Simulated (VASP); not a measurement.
Here is a VASP 6.6.1 calculation.

Contents of INCAR:

```
ALGO     = Fast           # electronic algorithm
EDIFF    = 1E-6           # SCF threshold, eV
ENCUT    = 520            # plane-wave cutoff, eV
GGA      = PE             # functional
ISIF     = 2              # what is computed and relaxed
ISMEAR   = 0              # smearing method
LASPH    = T              # aspherical terms in the spheres
LCHARG   = F              # write CHGCAR
LREAL    = F              # projectors in reciprocal space
LWAVE    = F              # write WAVECAR
NELM     = 60             # most SCF steps
PREC     = Accurate       # precision mode
SIGMA    = 0.012          # smearing width, eV
```

File KPOINTS:

```
k-points
0
Gamma
  8 8 8
```

Contents of POSCAR:

```
InAs
1.0
    0.0000000000      3.0180000000      3.0180000000
    3.0180000000      0.0000000000      3.0180000000
    3.0180000000      3.0180000000      0.0000000000
In As
1 1
Direct
    0.0000000000      0.0000000000      0.0000000000
    0.7500000000      0.7500000000      0.7500000000
```

Potentials or basis: VASP PAW PBE potentials, release 64 (In_d, As).

The run is started by

```sh
$ cat potpaw_PBE.64/In_d/POTCAR potpaw_PBE.64/As/POTCAR > POTCAR
$ mpirun -np 1 vasp_std > vasp.out
```

Predict the band gap on the k mesh.

none (metal or under the smearing width).

What does it give for the pressure?

4.4 GPa.

Caveat: this crystal is a semiconductor, whose small gap the functional closes, so the metal is an error of the method.

**Experimental background.**

A printed reference work, data compilation reports, for a bulk crystal of InAs at 4.2 K: band gap 0.418 eV (direct).

Measured gap of InAs: 0.418 eV (direct; 4.2 K; a printed reference work, data compilation). This calculation gives 0.00 eV (-0.42 eV). Spin-orbit coupling on As, In is left out. The value is that of PBE on a finite k mesh, which can miss the band edges, without temperature or zero-point motion. Semilocal functionals fall short of measured gaps as a rule.
